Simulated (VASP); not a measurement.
# Settings for Pt: self-consistent run

Pt, Im-3m (no. 229), 1 atom in the cell. PBE; PAW potentials Pt (PBE set). VASP 6.6.1.

Wanted: energy within 0.2 meV/atom; Fermi level within 0.005 eV.

What the run is for: comparing ways to start; Accuracy asked: tight.

POSCAR:
```
Pt
1.0
   -1.5842200000      1.5842200000      1.5842200000
    1.5842200000     -1.5842200000      1.5842200000
    1.5842200000      1.5842200000     -1.5842200000
Pt
1
Direct
    0.0000000000      0.0000000000      0.0000000000
```

## How the run starts (with a second run first, the time holds both)

| How the run starts (with a second run first, the time holds both) | Energy less reference (meV/atom) | Fermi level (eV) | Time (s) |
|---|---|---|---|
| from scratch: 11 SCF iterations | 0.00 | 10.1163 | 7.6 |
| orbitals of a nearby geometry (ISTART 1): 11 + 8 SCF iterations | 0.00 | 10.1162 | 23 |
| orbitals and density of a nearby geometry: 11 + 9 SCF iterations | 0.00 | 10.1163 | 23 |
| density of a nearby geometry (ICHARG 1): 11 + 11 SCF iterations | 0.00 | 10.1163 | 24 |
| orbitals in the old basis (ISTART 2), symmetry off: 11 + 8 SCF iterations | -0.17 | 10.1163 | 156 |

Chosen: from scratch: 11 SCF iterations; no other choice that stays within the tolerance saves 30 % of the time.

The chosen settings are those of the reference run.

## The input

INCAR:
```
SYSTEM = Pt
GGA = PE ; ISMEAR = 1
SIGMA = 0.1 ; LWAVE = .False.
LCHARG = .False. ; ISIF = 2
PREC = Accurate ; LASPH = .True.
LREAL = .False. ; ALGO = Normal
EDIFF = 1E-6 ; NELM = 120
GGA_COMPAT = .False. ; ENCUT = 400
```

KPOINTS:
```
k-points
0
Gamma
  15 15 15
```

Commands:
```
cat potpaw_PBE.64/Pt/POTCAR > POTCAR
mpirun -np 1 vasp_std > vasp.out
```

The chosen input took VASP 6.6.1 7.6 s on 1 core (Intel Xeon Platinum 8259CL @ 2.50GHz (Skylake/Cascade Lake)), a shared host.

## An input that fails: restart asked without its files

VASP's message: ERROR: charge density could not be read from file CHGCAR for ICHARG>10.

Changes against the starting input:
```
- NELM = 120
+ NELM = 60
+ ICHARG = 11
```
